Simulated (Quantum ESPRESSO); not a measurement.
# BN (F-43m): the LO frequency by hand

Wanted: the LO mode of BN (F-43m) from the TO mode and the field response.

Calculated with Quantum ESPRESSO 7.5; DFT LDA, scalar-relativistic, plane waves, PseudoDojo norm-conserving pseudopotentials.

### Step 1. Set-up

It takes space group F-43m (No. 216, cubic). The conventional cell has a = 3.581 Å, b = 3.581 Å, c = 3.581 Å, α = 90.00°, β = 90.00°, γ = 90.00°. Nearest to B lie 4 N at 1.55 Å. Nearest to N lie 4 B at 1.55 Å. Farther neighbours and most contacts between anions are not listed.

Coordinates:

```
CELL_PARAMETERS angstrom
0.00000 1.79066 1.79066
1.79066 0.00000 1.79066
1.79066 1.79066 0.00000
ATOMIC_POSITIONS crystal
B 0.00000 0.00000 0.00000
N 0.75000 0.75000 0.75000
```

This is the cell after its relaxation at this level of theory, not the database cell from which that began.

### Step 2. What the response run gave

A linear-response run on the relaxed cell, with the response to an electric field; only its zone-centre results are used. Cutoff 84 Ry, k mesh 10×10×10.

The log of the run:

```text
[banners, grids, parts of the stress and lines that vanish by symmetry left out]
Program PHONON v.7.5
     Reading xml data from directory:

[...]
Exchange-correlation= PW
                           (   1   4   0   0   0   0   0)
[...]
kinetic-energy cut-off    =      84.0000  Ry
     charge density cut-off    =     336.0000  Ry
     convergence threshold     =      1.0E-18
[...]
Exchange-correlation= PW
                           (   1   4   0   0   0   0   0)
[...]
q = (   0.0000000   0.0000000   0.0000000 )
     25 Sym.Ops. (with q -> -q+G )
     G cutoff =  194.9107  (   7991 G-vectors)     FFT grid: ( 27, 27, 27)
     number of k points=    47
[...]
Mode symmetry, T_d (-43m)  point group:
[...]
Dielectric constant
[...]
End of electric fields calculation
          Dielectric constant in cartesian axis
          (       4.508443404      -0.000000000      -0.000000000 )
          (      -0.000000000       4.508443404       0.000000000 )
          (      -0.000000000       0.000000000       4.508443404 )
          Effective charges (d Force / dE) in cartesian axis without acoustic sum rule applied (asr)
           atom    1  B     Mean Z*:        1.87823
      Ex  (        1.87823        0.00000        0.00000 )
      Ey  (        0.00000        1.87823       -0.00000 )
      Ez  (        0.00000        0.00000        1.87823 )
           atom    2  N     Mean Z*:       -1.87878
      Ex  (       -1.87878        0.00000        0.00000 )
      Ey  (       -0.00000       -1.87878        0.00000 )
      Ez  (        0.00000        0.00000       -1.87878 )
          Effective charges Sum: Mean:       -0.00055
[...]
Effective charges (d Force / dE) in cartesian axis with asr applied:
           atom    1  B     Mean Z*:        1.87851
[...]
atom    2  N     Mean Z*:       -1.87851
[...]
Representation #   1 modes #   1   2   3
[...]
End of self-consistent calculation
     Convergence has been achieved
     Representation #   2 modes #   4   5   6
[...]
End of self-consistent calculation
     Convergence has been achieved
[...]
Dielectric constant in cartesian axis
          (       4.508443404      -0.000000000      -0.000000000 )
          (      -0.000000000       4.508443404       0.000000000 )
          (      -0.000000000       0.000000000       4.508443404 )
          Effective charges (d Force / dE) in cartesian axis without acoustic sum rule applied (asr)
           atom    1  B     Mean Z*:        1.87823
      Ex  (        1.87823        0.00000        0.00000 )
      Ey  (        0.00000        1.87823       -0.00000 )
      Ez  (        0.00000        0.00000        1.87823 )
           atom    2  N     Mean Z*:       -1.87878
      Ex  (       -1.87878        0.00000        0.00000 )
      Ey  (       -0.00000       -1.87878        0.00000 )
      Ez  (        0.00000        0.00000       -1.87878 )
          Effective charges Sum: Mean:       -0.00055
[...]
Effective charges (d Force / dE) in cartesian axis with asr applied:
           atom    1  B     Mean Z*:        1.87851
[...]
atom    2  N     Mean Z*:       -1.87851
[...]
q = (    0.000000000   0.000000000   0.000000000 )
[...]
freq (    1) =       0.045292 [THz] =       1.510786 [cm-1]
     freq (    2) =       0.045292 [THz] =       1.510786 [cm-1]
     freq (    3) =       0.045292 [THz] =       1.510786 [cm-1]
     freq (    4) =      32.037992 [THz] =    1068.672380 [cm-1]
     freq (    5) =      32.037992 [THz] =    1068.672380 [cm-1]
     freq (    6) =      32.037992 [THz] =    1068.672380 [cm-1]
[...]
Mode symmetry, T_d (-43m)  point group:
     freq (   1-   3) =          1.5  [cm-1]   --> T_2  G_15 P_4   I+R
     freq (   4-   6) =       1068.7  [cm-1]   --> T_2  G_15 P_4   I+R

   JOB DONE.
```

| quantity | value |
| --- | --- |
| cell volume Ω (Å³) | 11.483 |
| mass of B (u) | 10.810 |
| mass of N (u) | 14.007 |
| Born charge of B, raw (e) | 1.878 |
| Born charge of N, raw (e) | -1.879 |
| ε∞ | 4.508 |
| ω(TO) after the sum rule (cm⁻¹) | 1068.7 |

### Step 3. The calculation

The charges must sum to zero over the cell; taking off their mean, 0.000 e, leaves Z* = 1.879 e on B. In the polar mode B moves against N, so the reduced mass is μ = 10.81 × 14.01 / 24.82 = 6.101 u.

A longitudinal wave builds up a field that adds to the restoring force: ω(LO)² = ω(TO)² + 4π Z*² / (μ Ω ε∞), in Hartree atomic units. With μ = 11122 electron masses and Ω = 77.49 bohr³ the second term is 1.1412e-05 Ha², or 549702 cm⁻² (1 Ha = 219474.6 cm⁻¹).

So ω(LO) = √(1142056 + 549702) = 1300.7 cm⁻¹, and by the Lyddane-Sachs-Teller relation ε₀ = ε∞ (ω(LO)/ω(TO))² = 6.68.

### Step 4. Check against the program

The analysis program adds the same non-analytic term to the full matrix, here for q along (1 0 0).

The log of the run:

```text
[banner, memory and clock lines left out]
Program DYNMAT v.7.5

     Reading Dynamical Matrix from file g.dyn
     ...Force constants read
     ...epsilon and Z* read

     Polarizability (A^3 units)
     multiply by 0.460940 for Clausius-Mossotti correction
         3.206102   -0.000000   -0.000000
        -0.000000    3.206102    0.000000
        -0.000000    0.000000    3.206102

     IR activities are in (D/A)^2/amu units

# mode   [cm-1]    [THz]      IR
    1      0.00    0.0000    0.0000
    2      0.00    0.0000    0.0000
    3      0.00    0.0000    0.0000
    4   1068.67   32.0380   13.3436
    5   1068.67   32.0380   13.3436
    6   1300.68   38.9933   13.3436
```

ε₀ comes from the program's run without a direction of q.

| quantity | by hand | program |
| --- | --- | --- |
| ω(LO) (cm⁻¹) | 1300.7 | 1300.7 |
| ε₀ | 6.68 | 6.68 |

### Step 5. Summary of results

| Property | Result |
| --- | --- |
| TO mode | 1069 cm⁻¹ |
| LO mode | 1301 cm⁻¹ |
| static dielectric constant | 6.678 |

**Reading.** The LO mode of BN (F-43m) lies at 1301 cm⁻¹, 232 cm⁻¹ above the TO mode; the formula meets the program within 0.1 cm⁻¹, as it must for a cubic crystal with one polar mode. ω(LO)² − ω(TO)² goes with Z*²/ε∞: an error of 5 % in ε∞ would move the LO mode by 10.1 cm⁻¹, and semilocal functionals tend to overestimate ε∞. These are harmonic values at zero temperature, at the volume of this functional, for the structure held cubic; stability elsewhere in the zone is no part of this calculation.

[Host names and launcher messages were left out of these logs when they were recorded.]

[Logs are printed without paths, hosts, clocks, repeated set-up lines and the standing remarks that a program may print on its own settings, such as how far it seeks lower states.]

[Hosts, paths, dates, database ids (printed as entryN), source tags and the programs' standing remarks are cut or masked in the printed files.]
